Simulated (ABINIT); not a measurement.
# BAs (F-43m): G0W0 in ABINIT against the bands in the self-energy, part 2 of 2

Wanted: the cheapest bands in the self-energy that holds the gap of BAs (F-43m).

ABINIT 10.8.3; PBE and many-body steps on it, plane waves. Known limits of the many-body steps: not at the basis limit; exchange with frozen shells missing; no spin-orbit coupling.

So far. Step 2 (Screening, 6×6×6 mesh, 253 bands, screening to 326.5 eV): Local fields lower ε∞ by 9 %.

## 5. 70 bands

Level of this step: G0W0 on PBE, plane waves, norm-conserving pseudopotentials (ABINIT).

The self-energy is evaluated for the states that the input lists, and the levels follow from it, in one-shot runs by the linearised quasiparticle equation.

Input file run.abi:

```
acell 3*1.0 Angstrom
rprim 
  -0.000000000000 2.388500000000 2.388500000000
  2.388500000000 -0.000000000000 2.388500000000
  2.388500000000 2.388500000000 -0.000000000000
ntypat 2
znucl 5 33
natom 2
typat 1 2
xred 
  0.000000000000 0.000000000000 0.000000000000
  0.250000000000 0.250000000000 0.250000000000
pp_dirpath "pseudos"
pseudos "B.upf, As.upf"
ecut 38
ngkpt 6 6 6
nshiftk 1
shiftk 0 0 0
kptopt 1
chksymbreak 0
istwfk *1
occopt 1
irdwfk 1
optdriver 4
nband 70
gwcalctyp 0
ecutsigx 38
symsigma 1
nkptgw 2
kptgw 
  0.0000000000 0.0000000000 0.0000000000
  0.3333333333 0.3333333333 0.0000000000
bdgw 
  7 12
  8 11
ecuteps 12
irdscr 1
ppmodel 1
indata_prefix "in"
outdata_prefix "out"
tmpdata_prefix "tmp"
```

Launch:

```
OMP_NUM_THREADS=1 mpirun -n 8 abinit run.abi > log
```

The log of the run:

```text
.Version 10.8.3 of ABINIT. v10.8.2 released Aug 2026.

 Symmetries : space group F-4 3 m (#216); Bravais cF (face-center cubic)
[... echo of the input left out ...]
== DATASET  1 ==================================================================
-   mpi_nproc: 8, omp_nthreads: 1 (-1 if OMP is not activated)

--- !DatasetInfo
iteration_state: {dtset: 1, }
dimensions: {natom: 2, nkpt: 16, mband: 70, nsppol: 1, nspinor: 1, nspden: 1, mpw: 2085, }
cutoff_energies: {ecut:  38.0, pawecutdg:  -1.0, }
[...]
Band     E0 <VxcDFT>   SigX SigC(E0)      Z dSigC/dE  Sig(E)    E-E0       E
[...]
10   7.859 -11.353  -7.290  -3.957   0.816  -0.226 -11.266   0.087   7.946
       11   9.721 -10.888  -6.139  -4.572   0.815  -0.227 -10.744   0.144   9.866

== END DATASET(S) ==============================================================
================================================================================

 -outvars: echo values of variables after computation  --------
           etotal      0.0000000000E+00
            nband          70
             nkpt          16
          spgroup         216
 [... the other variables as echoed above ...]

 Calculation completed.
```

Run time: 17 s. Hardware: 8 MPI ranks of AMD EPYC 7B13 (Zen 3), shared host; peak memory 2 GiB; 2.2 min of CPU time.

Numbers from this step:

* G0W0 gap on the points computed: 2.149 eV
* starting gap on the mesh: 1.294 eV
* k of the valence top: 0, 0, 0
* k of the conduction bottom: 0.3333, 0.3333, 0
* least direct G0W0 gap on the computed points: 4.097 eV

The gap on the mesh goes from 1.29 eV to 2.15 eV, a correction of +0.85 eV.

## 6. 152 bands

run.abi: that of step 5 with these lines changed.

```diff
@@ -24,3 +24,3 @@
 optdriver 4
-nband 70
+nband 152
 gwcalctyp 0
```

The log of the run:

```text
.Version 10.8.3 of ABINIT. v10.8.2 released Aug 2026.

 Symmetries : space group F-4 3 m (#216); Bravais cF (face-center cubic)
[... echo of the input left out ...]
== DATASET  1 ==================================================================
-   mpi_nproc: 8, omp_nthreads: 1 (-1 if OMP is not activated)

--- !DatasetInfo
iteration_state: {dtset: 1, }
dimensions: {natom: 2, nkpt: 16, mband: 152, nsppol: 1, nspinor: 1, nspden: 1, mpw: 2085, }
cutoff_energies: {ecut:  38.0, pawecutdg:  -1.0, }
[...]
Band     E0 <VxcDFT>   SigX SigC(E0)      Z dSigC/dE  Sig(E)    E-E0       E
[...]
10   7.859 -11.353  -7.290  -4.094   0.815  -0.227 -11.378  -0.025   7.834
       11   9.721 -10.888  -6.139  -4.702   0.815  -0.227 -10.850   0.038   9.759

== END DATASET(S) ==============================================================
================================================================================

 -outvars: echo values of variables after computation  --------
           etotal      0.0000000000E+00
            nband         152
             nkpt          16
          spgroup         216
 [... the other variables as echoed above ...]

 Calculation completed.
```

Wall time 32 s (8 MPI ranks); peak memory 2.4 GiB; 4.2 min of CPU time.

This step gave:

```
G0W0 gap on the points computed              : 2.198 eV
starting gap on the mesh                     : 1.294 eV
k of the valence top                         : 0, 0, 0
k of the conduction bottom                   : 0.3333, 0.3333, 0
least direct G0W0 gap on the computed points : 4.119 eV
```

Against the run before, the gap moves by +0.049 eV.

## 7. 253 bands

run.abi: that of step 6 with these lines changed.

```diff
@@ -24,3 +24,3 @@
 optdriver 4
-nband 152
+nband 253
 gwcalctyp 0
```

The log of the run:

```text
.Version 10.8.3 of ABINIT. v10.8.2 released Aug 2026.

 Symmetries : space group F-4 3 m (#216); Bravais cF (face-center cubic)
[... echo of the input left out ...]
== DATASET  1 ==================================================================
-   mpi_nproc: 8, omp_nthreads: 1 (-1 if OMP is not activated)

--- !DatasetInfo
iteration_state: {dtset: 1, }
dimensions: {natom: 2, nkpt: 16, mband: 253, nsppol: 1, nspinor: 1, nspden: 1, mpw: 2085, }
cutoff_energies: {ecut:  38.0, pawecutdg:  -1.0, }
[...]
Band     E0 <VxcDFT>   SigX SigC(E0)      Z dSigC/dE  Sig(E)    E-E0       E
[...]
10   7.859 -11.353  -7.290  -4.131   0.815  -0.227 -11.408  -0.055   7.804
       11   9.721 -10.888  -6.139  -4.737   0.815  -0.227 -10.878   0.010   9.731

== END DATASET(S) ==============================================================
================================================================================

 -outvars: echo values of variables after computation  --------
           etotal      0.0000000000E+00
            nband         253
             nkpt          16
          spgroup         216
 [... the other variables as echoed above ...]

 Calculation completed.
```

Wall time 51 s (8 MPI ranks); peak memory 3 GiB; 6.8 min of CPU time.

This step gave:

* G0W0 gap on the points computed: 2.211 eV
* starting gap on the mesh: 1.294 eV
* k of the valence top: 0, 0, 0
* k of the conduction bottom: 0.3333, 0.3333, 0
* least direct G0W0 gap on the computed points: 4.124 eV

Against the run before, the gap moves by +0.013 eV.

## 8. The runs together

Times are wall times on 8 MPI ranks of AMD EPYC 7B13 (Zen 3), shared host, good to a factor of about two. A run's time includes the screening step that it read.

```csv
run,mesh,bands,screening cutoff (eV),DFT gap (eV),gap on the mesh (eV),direct (eV),ε∞ used,time
17 bands,6×6×6,17,326.5,1.294,1.968,4.147,10.49,2.8 min
30 bands,6×6×6,30,326.5,1.294,2.046,4.074,10.49,2.8 min
70 bands,6×6×6,70,326.5,1.294,2.149,4.097,10.49,3 min
152 bands,6×6×6,152,326.5,1.294,2.198,4.119,10.49,3.2 min
253 bands,6×6×6,253,326.5,1.294,2.211,4.124,10.49,3.5 min
```

## 9. Summary of results

| Item | Value |
| --- | --- |
| 17 bands | 1.968 eV |
| 30 bands | 2.046 eV |
| 70 bands | 2.149 eV |
| 152 bands | 2.198 eV |
| 253 bands | 2.211 eV |
| known limits | not at the basis limit; exchange with frozen shells missing; no spin-orbit coupling |

In words: The setting moved: bands in the self-energy. From 17 bands to 253 bands the gap moves by +0.24 eV. The last step still moves it by +0.013 eV. Bands and screening cutoff are coupled, so a series along one setting does not show full convergence. Bands and cutoff are finite, so the gap is not at the basis limit. The miss can reach some tenths of an eV and take either sign; the mesh is an error of its own. In the G0W0 runs levels were corrected at 2 k points alone, so a gap called «on the mesh» is the least over those, and an edge elsewhere would be missed. The norm-conserving file of at least one element keeps a d shell over frozen s and p shells of the same row. Exchange with those shells is missing from the self-energy, an error of 0.3 to 0.9 eV in cases checked, whose sign depends on which edge lies on those atoms. The many-body steps are scalar-relativistic: spin-orbit coupling is not in them.

[Paths, hosts, dates, memory and timing lines, banners, echoed tables and standing remarks are left out of the program output.]

[Logs are printed without paths, hosts, clocks, repeated set-up lines and the standing remarks that a program may print on its own settings, such as how far it seeks lower states.]

[Runs of the session that timed out or met a known fault of the program may be left out.]

[Hosts, paths, dates, database ids (printed as entryN), source tags and the programs' standing remarks are cut or masked in the printed files.]

[G0W0 gaps are taken among the corrected bands and points alone; a level outside them can change the order at an edge.]

[Where Ansatz stands beside ABINIT at settings called matched, ABINIT's density can come from a denser mesh and the files from another edition; pairs whose starting gaps differed by over 0.03 eV were left out, so agreement reads better than it is.]
